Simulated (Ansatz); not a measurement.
All numbers below come from DFT PBE, scalar-relativistic, plane waves, PAW (Ansatz). Settings of the last relaxation (5-atom cell): 420 eV, 18×18×18 k points, Gaussian smearing of 0.10 eV, collinear spin.

Energies over the elements count from the elements' standard structures at the same level, with no fitted energy shifts.

Task: Suggest a trial structure for a tetragonal metal with formula Fe2Pt3, with a formation energy near −0.09 eV/atom, about 14 Å³ per atom and a net moment near 1.3 μB per atom, in a cell of 5 atoms.

Result: Fe2Pt3, space group I4/mmm (No. 139). Fe has 4 Fe at 2.56 Å, 4 Pt at 2.64 Å and 4 Fe at 2.77 Å; Pt on a site of symmetry 4mm is surrounded by 4 Fe at 2.64 Å and 8 Pt at 2.77–2.86 Å; Pt on a site of symmetry 4/mmm has 12 Pt at 2.77–2.86 Å.

Space group I4/mmm (No. 139). a = 2.773 Å, b = 2.773 Å, c = 18.656 Å, α = 90.00°, β = 90.00°, γ = 90.00°
```tsv
atom	site	symmetry	x	y	z
Fe	4e	4mm	0.5000	0.5000	0.2060
Pt	4e	4mm	0.0000	0.0000	0.1115
Pt	2b	4/mmm	0.5000	0.5000	0.0000
```

| Property | Result |
| --- | --- |
| Volume per atom | 14.35 Å³ |
| Density | 16.13 g/cm³ |
| Formation energy | −0.09 eV/atom |
| Gap on the 18×18×18 mesh of the 5-atom cell | 0 eV (a metal) |
| Net moment per atom | 1.32 μB |
| Moment by site | Fe 2.9 (×2); Pt 0.3 (×2), 0.1 μB |

The cell was found from a structure generator's guess, not taken from experiment. The answer needn't be unique; the calculation gave this one.

Spin–orbit coupling, which can matter for Pt, is left out. The magnetic state reached may not be the lowest. Symmetry constrained the relaxation, so the result can be a saddle point. Site moments count only spheres around the atoms; the net moment includes the space between them.
